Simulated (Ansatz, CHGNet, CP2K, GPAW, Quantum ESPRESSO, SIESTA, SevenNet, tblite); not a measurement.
# Codes compared on Priceite (P2_1/c), Ca2B5H7O13 (108 atoms)

Wanted: errors and costs of other methods on Priceite (P2_1/c), Ca2B5H7O13 (108 atoms). A plane-wave run serves as the reference.

Method: Kohn-Sham DFT, PBE, PAW, plane waves, in Ansatz 0.2.0.

## Step 1: The structure

The cell holds 108 atoms: 8 Ca, 20 B, 28 H and 52 O. Its edges and angles: a = 11.580 Å, b = 6.984 Å, c = 12.352 Å, α = 90.0°, β = 110.6°, γ = 90.0°. It derives from Ca2B5H7O13 (P2_1/c), repeated 1×1×1. Ca2B5H7O13, space group P2_1/c, structure from the Crystallography Open Database, 1 x 1 x 1 conventional cells; every coordinate displaced by a Gaussian of 0.02 Å; bonds to H set to neutron lengths (C-H 1.089, N-H 1.015, O-H 0.983, B-H 1.19 Å) where the listed ones are shorter. Then every atom was moved at random, 0.05 Å r.m.s. a Cartesian component (hydrogen 0.6 of that).

## Step 2: Plane-wave reference

The PAW files are the set soft_2.

Input file input.yaml:

```yaml
crystal:
  lattice:
    - [11.58, 0.0, 0.0]
    - [0.0, 6.9844, 0.0]
    - [-4.3405, 0.0, 11.56425]
  atoms:
    - { symbol: Ca, position: [0.01303, 0.75986, 0.57949] }
    - { symbol: Ca, position: [0.98497, 0.26496, 0.92217] }
    - { symbol: Ca, position: [0.99966, 0.24735, 0.4257] }
    - { symbol: Ca, position: [0.01181, 0.73282, 0.08464] }
    [... 98 atom lines left out ...]
    - { symbol: O, position: [0.59127, 0.74406, 0.41137] }
    - { symbol: O, position: [0.41375, 0.25189, 0.09016] }
    - { symbol: O, position: [0.32508, 0.45141, 0.71747] }
    - { symbol: O, position: [0.67416, 0.93907, 0.7849] }
    - { symbol: O, position: [0.6705, 0.56352, 0.28259] }
    - { symbol: O, position: [0.33149, 0.06872, 0.21557] }
kpoints:
  mp_grid: { grid: [1, 1, 1] }
hamiltonian:
  xc: pbe
scf:
  occupations: { method: fermi_dirac, width: 0.05 }
output:
  forces: true
  eigenvalues: true
  populations: true
  stress: true
```

On the command line:

```bash
$ ansatz run input.yaml --threads 4 --pin off --max-ram 8192MiB --backend cpu --events-out ev --progress --plain --runs-dir out
```

Numbers of over 12 decimals in the logs are rounded to 6 here.

What it wrote:

```text
[...]
Pseudopotentials: kind: paw
Pseudopotential: Ca, paw, valence charge 10, recommended cutoff 420 eV (normal), Ca.paw.azcp
Pseudopotential: B, paw, valence charge 3, recommended cutoff 420 eV (normal), B.paw.azcp
Pseudopotential: H, paw, valence charge 1, recommended cutoff 420 eV (normal), H.paw.azcp
Pseudopotential: O, paw, valence charge 6, recommended cutoff 420 eV (normal), O.paw.azcp
[... 5 lines on functional and potentials left out ...]
Crystal: 108 atoms, lattice volume = 935.309 Å³
Basis set: ecut = 420 eV, 18309 PW (Γ), exchange–correlation on 160×96×180 points (8 copies of the dense FFT grid, shifted against one another)
Bands: 348, of which v1, the nominal top of the filled ones, is band 240 counted from 1 (239 counted from 0)
Symmetry: 1 space group operations
Space group: P1 (ITA 1), of the structure as read, at distance tolerance 9.8e-5 Å
k-points: 1
[... 9 lines on functional and potentials left out ...]
Initial density: superposition of atomic densities (neutral atoms: chi_scale 0, normalization atom), corrected by the library's trained network
Initial wavefunctions: pseudopotential atomic-orbital guess
[...]
SCF iter   1: F=—  HF=-47684.251849 eV  |F-HF|=—  |Δ(HF+E_count)|=         —  Δρ=3.91e-3  dr2=1.04e-1  ethr=1.77e-3  ⟨swp⟩=7.0  Hψ=1666  notcnv=0  defer=86
preconditioner: auto → Resta (q_TF=auto, 2.441 Å⁻¹)  ε∞=3.2  [insulator: Δε(μ)=4.742 eV  Ē_g=17.728 eV  σ=0.050 eV  W_gap=1.00  n_scr=236 (ndim 8)  ℏωp=26.2 eV  f_vac=0.087  D(μ)=0.00/eV (n_scr^D=0)  ε∞_Penn≈3.2]
[...]
SCF iter   8: F=—  HF=-47684.235728 eV  |F-HF|=—  |Δ(HF+E_count)|=   5.61e-7  Δρ=5.38e-6  dr2=2.22e-7  ethr=1.83e-10  ⟨swp⟩=2.0  Hψ=468  notcnv=0  defer=91
SCF iter   9: F=-47684.235728 eV  HF=-47684.235728 eV  |F-HF|=1.60e-8  |Δ(HF+E_count)|=   3.80e-8  Δρ=1.26e-6  dr2=1.40e-8  ethr=2.08e-11  ⟨swp⟩=18.0  Hψ=2306  notcnv=0
SCF 1 converged in 9 iterations: F = -47684.235728 eV  dr2 = 1.40e-8
[...]
SCF converged after 9 iterations
Free energy (F): -47684.235728 eV
Harris-Foulkes:  -47684.235728 eV  (|F-HF|=1.60e-8)
Internal energy: -47684.235728 eV  (E = F + TS)
E sigma→0 (E₀):  -47684.235728 eV
Fermi energy:    6.714768 eV
--- Per-component energies (eV) ---
[...]
Σ components = -47684.235728   (vs F -47684.235728, Δ=0.00e0)
--- Forces (eV/Å), atoms counted from 1 ---
  atom   1  Ca    -0.33448545     0.20698537     0.07162687
  atom   2  Ca     0.09014106    -0.57868015    -0.10570581
  atom   3  Ca    -0.58396407    -0.70763255    -0.91783340
  atom   4  Ca    -0.04945848     0.65449489    -0.59790989
[...]
atom 108  O     -0.49740216    -2.39784620     0.14311417
  max |Σ_I F_I| component: 3.38e-5 eV/Å
--- Stress (GPa, compression-positive) ---
        4.218488      -2.708200       2.286003
       -2.708197       1.946561      -0.448584
        2.285992      -0.448585       5.789772
  P = ⅓ Tr σ = 3.9849 GPa (39.849 kbar)
--- Band table (eV) ---
  k-point 0: bands = ["-34.5455", "-34.4974", "-34.2826", "-33.9965", [... 332 levels ...], "15.5453", "15.5960", "15.6326", "15.6890", "15.7176", "15.7435", "15.8541", "15.8944", "15.9490", "15.9961", "16.0882", "16.1252"]
--- Löwdin populations: 108 sites ---
  site symbol       q [e]
     0     Ca      8.2429
     1     Ca      8.2488
     2     Ca      8.2352
[...]
107      O      6.5316
  spilling = 0.009941 (of n_electrons = 480.000000)
```

Elapsed: 15 s, on 4 threads of Arm Neoverse V1, shared host; peak memory 1.2 GiB; 54 s of CPU time.

Numbers from this run:

```yaml
free_energy: -47684.2357 eV
free_energy_per_atom: -441.5207 eV/atom
scf_cycles: 9
pressure: 3.985 GPa
r_m_s_force_component: 2.037 eV/Å
longest_force: 12.11 eV/Å
fermi_energy: 6.715 eV
spacing_of_highest_filled_and_lowest_empty_level: 4.708 eV
spilling_of_the_projection: 0.009941
```

Neighbours are counted within 1.21 Å (O-H), 1.83 Å (O-B), 3.08 Å (O-Ca).

Length of the force by element and coordination:

| element | coordination | atoms | mean length of the force (eV/Å) | spread | least | most |
| --- | --- | --- | --- | --- | --- | --- |
| B | all | 20 | 3.61 | 1.60 | 1.13 | 6.61 |
| B | 3 | 4 | 5.62 | 0.870 | 4.43 | 6.61 |
| B | 4 | 16 | 3.11 | 1.32 | 1.13 | 6.56 |
| Ca | all | 8 | 0.876 | 0.356 | 0.400 | 1.53 |
| H | all | 28 | 2.30 | 2.16 | 0.381 | 9.47 |
| O | all | 52 | 2.99 | 2.34 | 0.585 | 12.1 |
| O | 2 | 4 | 4.81 | 2.58 | 2.86 | 9.15 |
| O | 3 | 32 | 3.00 | 2.35 | 0.669 | 12.1 |
| O | 4 | 16 | 2.50 | 2.00 | 0.585 | 8.60 |

Löwdin charges by element and coordination (they lack the spilled electrons, 0.044 e an atom on average):

| element | coordination | atoms | mean charge (e) | spread | least | most |
| --- | --- | --- | --- | --- | --- | --- |
| B | all | 20 | 0.557 | 0.0202 | 0.510 | 0.590 |
| B | 3 | 4 | 0.566 | 0.0125 | 0.548 | 0.581 |
| B | 4 | 16 | 0.555 | 0.0211 | 0.510 | 0.590 |
| Ca | all | 8 | 1.76 | 0.0044 | 1.75 | 1.76 |
| H | all | 28 | 0.384 | 0.0193 | 0.353 | 0.424 |
| O | all | 52 | -0.599 | 0.0812 | -0.738 | -0.416 |
| O | 2 | 4 | -0.458 | 0.0263 | -0.488 | -0.416 |
| O | 3 | 32 | -0.599 | 0.0783 | -0.738 | -0.453 |
| O | 4 | 16 | -0.634 | 0.053 | -0.736 | -0.564 |

The levels nearest the highest filled one (over half full), pooled over k-points and spins:

| level less the highest filled one (eV) | occupation |
| --- | --- |
| -0.799 | 2 |
| -0.726 | 2 |
| -0.518 | 2 |
| -0.300 | 2 |
| -0.237 | 2 |
| 0 | 2 |
| 4.71 | 0 |
| 5.50 | 0 |
| 5.61 | 0 |
| 5.68 | 0 |
| 5.85 | 0 |
| 5.93 | 0 |

## Step 3: The other programs

The programs:
- CHGNet: machine-learned potential, published weights.
- CP2K 2026.2: Gaussian basis with GTH pseudopotentials and a plane-wave density; labels give functional, basis (MOLOPT sets; SR short-range, UZH the newer set with its own potentials), grid cutoff/relative cutoff and solver (OT: orbital transformation; TRS4, TC2, SIGN: linear-scaling purification with its sparsity filter), or its built-in tight binding.
- GPAW 26.7.0: PAW with atomic orbitals (LCAO), plane waves or a real-space grid of spacing h.
- Quantum ESPRESSO 7.5: plane waves; labels (QE) give functional, pseudopotential set and cutoffs of waves/density.
- SIESTA 5.4.2: numerical atomic orbitals, whose automatically made sets are far from complete, with PseudoDojo norm-conserving potentials that we converted to its format (checked against plane waves on the same files for H, C, O, Si, Ge and Ca alone); labels give functional, basis size, energy shift and mesh cutoff.
- SevenNet: machine-learned potential, published weights.
- tblite 0.8.0: extended tight binding, driven from Python.

All use the same cell and atoms; the electronic-structure runs use the same k-mesh, and an electronic temperature of 580 K (0.05 eV) where levels are smeared.

Differences are against the plane-wave reference, forces as r.m.s. over components; share is that over the reference's r.m.s. force, slope the least-squares factor from reference forces to these. Total energies of different programs have different zeros and aren't compared.

| run | Δ force, r.m.s. (meV/Å) | share (%) | slope | Δ pressure (GPa) | Δ gap (eV) | cores | CPU time | memory (GiB) |
| --- | --- | --- | --- | --- | --- | --- | --- | --- |
| reference | - | - | - | - | - | 4 | 54 s | 1.2 |
| CHGNet r2SCAN potential | 386 | 18.9 | 0.887 | -3.09 | - | 1 | 6.4 s | 2.5 |
| CP2K PBE, DZVP-MOLOPT-SR, 210/50 Ry, OT DIIS (coarse) | 118 | 5.79 | 1.028 | 2.09 | 0.119 | 2 | 15 min | 0.69 |
| CP2K PBE, DZVP-MOLOPT-SR, 600/50 Ry, OT DIIS | 95.1 | 4.67 | 1.030 | 1.60 | 0.129 | 4 | 18 min | 2.9 |
| CP2K PBE, DZVP-MOLOPT-SR, 600/50 Ry, diagonalisation | 95.1 | 4.67 | 1.030 | 1.60 | 0.129 | 4 | 9 min | 4.5 |
| CP2K PBE, SZV-MOLOPT-SR, 600/50 Ry, OT DIIS (coarse) | 1469 | 72.1 | 1.437 | 20.7 | -0.441 | 2 | 9.8 min | 1.5 |
| CP2K PBE, SZV-MOLOPT-SR, 600/50 Ry, TRS4 filter 1e-03, SCF 1e-04 (coarse) | 1473 | 72.3 | 1.434 | 21.7 | - | 2 | 77 s | 1.5 |
| CP2K PBE, SZV-MOLOPT-SR, 600/50 Ry, TRS4 filter 1e-06, SCF 1e-06 (coarse) | 1471 | 72.2 | 1.437 | 20.7 | - | 2 | 1.9 min | 1.5 |
| CP2K PBE, SZV-MOLOPT-SR, 600/50 Ry, TRS4 filter 1e-07, SCF 1e-07 (coarse) | 1470 | 72.1 | 1.437 | 20.7 | - | 2 | 2.3 min | 1.5 |
| GPAW PBE, LCAO dzp, h 0.18 Å | 338 | 16.6 | 1.083 | - | -0.0309 | 2 | 4.6 min | 1.8 |
| GPAW PBE, LCAO sz(dzp), h 0.18 Å (coarse) | 1924 | 94.5 | 1.401 | - | 0.0713 | 1 | 77 s | 1.0 |
| GPAW PBE, LCAO szp(dzp), h 0.18 Å (coarse) | 1053 | 51.7 | 1.195 | - | 0.0696 | 1 | 3.2 min | 1.3 |
| GPAW RPBE, LCAO dzp, h 0.18 Å | 325 | 16.0 | 1.087 | - | 0.162 | 2 | 4.6 min | 1.8 |
| QE PBE, sssp-1.3.0-efficiency, 60/480 Ry | 38.9 | 1.91 | 1.008 | -0.450 | 0.0028 | 2 | 7.8 min | 2.5 |
| SIESTA PBE, DZ, shift 0.01 Ry, mesh 500 Ry (coarse) | 510 | 25.0 | 1.089 | 3.24 | -0.175 | 2 | 1.9 min | 1.1 |
| SIESTA PBE, DZP, shift 0.01 Ry, mesh 500 Ry | 200 | 9.79 | 1.051 | 1.54 | -0.221 | 4 | 5 min | 2.2 |
| SIESTA PBE, DZP, shift 0.01 Ry, mesh 700 Ry | 200 | 9.79 | 1.052 | 1.55 | -0.221 | 4 | 8.5 min | 3.3 |
| SIESTA PBE, DZP, shift 0.04 Ry, mesh 500 Ry (coarse) | 217 | 10.6 | 1.044 | -7.73 | -0.29 | 2 | 2.2 min | 1.3 |
| SevenNet 0 potential | 138 | 6.76 | 1.026 | 0.213 | - | 1 | 11 s | 1.3 |
| SevenNet l3i5 potential | 121 | 5.94 | 1.019 | 0.258 | - | 1 | 16 s | 2.4 |
| tblite GFN1-xTB | 432 | 21.2 | 0.886 | -3.53 | - | 1 | 5.9 s | 0.11 |

Rows marked coarse were listed beforehand as settings not expected to be converged; some can still land near the reference.

Times of the machine-learned potentials are mostly Python's start and the loading of weights.

CPU time is summed over cores on a shared host, where runs went side by side, so it is rough. Symmetry, cutoffs, thresholds, outputs and thread counts weren't matched or tuned between programs; memory under MPI is the largest rank's times the ranks.

Mean charges by element (e), by run and scheme:

| run | scheme | Ca | B | H | O |
| --- | --- | --- | --- | --- | --- |
| reference | Löwdin | +1.76 | +0.56 | +0.38 | -0.60 |
| CP2K PBE, DZVP-MOLOPT-SR, 600/50 Ry, OT DIIS | Mulliken | +1.14 | +0.34 | +0.15 | -0.39 |
| CP2K PBE, DZVP-MOLOPT-SR, 600/50 Ry, OT DIIS | Hirshfeld | +0.40 | +0.24 | +0.13 | -0.22 |
| CP2K PBE, DZVP-MOLOPT-SR, 600/50 Ry, diagonalisation | Mulliken | +1.14 | +0.34 | +0.15 | -0.39 |
| CP2K PBE, DZVP-MOLOPT-SR, 600/50 Ry, diagonalisation | Hirshfeld | +0.40 | +0.24 | +0.13 | -0.22 |
| SIESTA PBE, DZP, shift 0.01 Ry, mesh 500 Ry | Hirshfeld | +0.41 | +0.18 | +0.10 | -0.18 |
| SIESTA PBE, DZP, shift 0.01 Ry, mesh 700 Ry | Hirshfeld | +0.41 | +0.18 | +0.10 | -0.18 |
| tblite GFN1-xTB | Mulliken | +0.19 | +0.64 | +0.37 | -0.47 |

The reference's Löwdin charges lack the electrons that the projection spills, 0.044 e an atom on average.

Within one program, basis, potentials and functional, energies share a zero. Each run against its twin at the usual cutoff or grid and solver:

| run | twin | Δ energy (meV/atom) | Δ force, r.m.s. (meV/Å) | CPU time over the twin's |
| --- | --- | --- | --- | --- |
| CP2K PBE, DZVP-MOLOPT-SR, 210/50 Ry, OT DIIS | DZVP-MOLOPT-SR, 600/50 Ry, OT DIIS | -9.53 | 84.7 | 0.83 (this twin ran on 4 cores) |
| CP2K PBE, DZVP-MOLOPT-SR, 600/50 Ry, diagonalisation | DZVP-MOLOPT-SR, 600/50 Ry, OT DIIS | 0.0016 | 0.158 | 0.50 |
| CP2K PBE, SZV-MOLOPT-SR, 600/50 Ry, TRS4 filter 1e-03, SCF 1e-04 | SZV-MOLOPT-SR, 600/50 Ry, OT DIIS | 40.3 | 47.2 | 0.13 |
| CP2K PBE, SZV-MOLOPT-SR, 600/50 Ry, TRS4 filter 1e-06, SCF 1e-06 | SZV-MOLOPT-SR, 600/50 Ry, OT DIIS | 0.0349 | 5.10 | 0.19 |
| CP2K PBE, SZV-MOLOPT-SR, 600/50 Ry, TRS4 filter 1e-07, SCF 1e-07 | SZV-MOLOPT-SR, 600/50 Ry, OT DIIS | -0.0026 | 1.15 | 0.24 |
| SIESTA PBE, DZP, shift 0.01 Ry, mesh 700 Ry | DZP, shift 0.01 Ry, mesh 500 Ry | -0.189 | 1.01 | 1.7 |

## Step 4: What came out

| Property | Result |
| --- | --- |
| reference r.m.s. force component | 2.04 eV/Å |
| nearest in forces | QE PBE, sssp-1.3.0-efficiency, 60/480 Ry, 1.9 % |
| farthest in forces | GPAW PBE, LCAO sz(dzp), h 0.18 Å (coarse), 94 % |
| cheapest electronic-structure run beside the reference | tblite GFN1-xTB, 5.9 s of CPU time |

What this shows: PBE on plane waves or a grid with other potentials, cutoffs or grids, coarse settings apart, differs from the reference by 1.9 % (QE PBE, sssp-1.3.0-efficiency, 60/480 Ry) of the r.m.s. force; this holds the reference's own error, so differences of a few per cent don't tell which side is nearer the exact PBE result (QE's 60 Ry are 816 eV, against the reference's 420 eV). The PBE runs in local orbitals, coarse settings apart, differ by 4.7 % (CP2K PBE, DZVP-MOLOPT-SR, 600/50 Ry, OT DIIS) to 17 % (GPAW PBE, LCAO dzp, h 0.18 Å); basis, grid and potentials can all enter. Tight binding differs by 21 % (tblite GFN1-xTB); it is another model, with fitted parameters of its own, and the xTB methods hold dispersion. Machine-learned potentials differ by 5.9 % (SevenNet l3i5 potential) to 19 % (CHGNet r2SCAN potential); they were trained on other programs' data, some at another functional. Rows with another functional or a dispersion term differ by 16 % (GPAW RPBE, LCAO dzp, h 0.18 Å), which mixes the change of model with differences of basis and potentials. Runs with settings chosen to be coarse differ by 5.8 % (CP2K PBE, DZVP-MOLOPT-SR, 210/50 Ry, OT DIIS) to 94 % (GPAW PBE, LCAO sz(dzp), h 0.18 Å), their programs' other errors included. One electronic-structure run takes under half the reference's CPU time: tblite GFN1-xTB, at 21 % in 5.9 s against 54 s; its pressure misses by -3.5 GPa. At the same functional, gaps differ from the reference's 4.71 eV by between -0.44 and +0.13 eV. These are spacings on the run's k-points, which needn't hold the band edges. In pressure, CP2K PBE, SZV-MOLOPT-SR, 600/50 Ry, TRS4 filter 1e-03, SCF 1e-04 misses by +21.7 GPa, at the same functional. Charges hang on model, scheme and program or settings: among these rows the mean for Ca runs from +0.19 to +1.76 e. With TRS4, tightening the sparsity filter from 1e-03 to 1e-07, and the SCF threshold with it, takes the force difference from the cubic solver from 47 to 1.1 meV/Å, and the CPU time from 0.13 to 0.24 times the cubic solver's. In the reference: filled and empty levels are parted by 4.71 eV at Γ alone; the mesh holds the band edges only if they fold onto it, so the gap at this level can be narrower or closed, while semilocal functionals tend to narrow gaps against experiment. In the reference: mean Löwdin charges: B +0.56, Ca +1.76, H +0.38, O -0.60 e (they miss 0.99 % of the electrons, so they add up to more than the cell's charge). Periodic xTB results under one method name differ between programs and library versions. With short bonds to hydrogen, sets of potentials differ among themselves by several per cent in forces even at converged cutoffs, so the reference isn't exact here either. Machine-learned potentials mimic data converged in k, so the reference's own k-point error enters their differences. The reference's stress is far from hydrostatic: its diagonal is 4.2, 1.9, 5.8 GPa, compression counted positive. The published positions, changed by the recipe (random displacements or longer bonds to H), lie far from the minimum at this level of theory. The reference's pressure of 4.0 GPa belongs to a cell and atoms that aren't relaxed at this level. The electronic-structure runs sample only Γ, in a cell whose shortest periodic width is 7 Å.

[Also dropped from logs without a mark: logging warnings of Python, and SIESTA's first energy breakdown and zero terms.]

[Logs are printed without paths, hosts, clocks, repeated set-up lines and the standing remarks that a program may print on its own settings, such as how far it seeks lower states.]

[Hosts, paths, dates, database ids (printed as entryN), source tags and the programs' standing remarks are cut or masked in the printed files.]
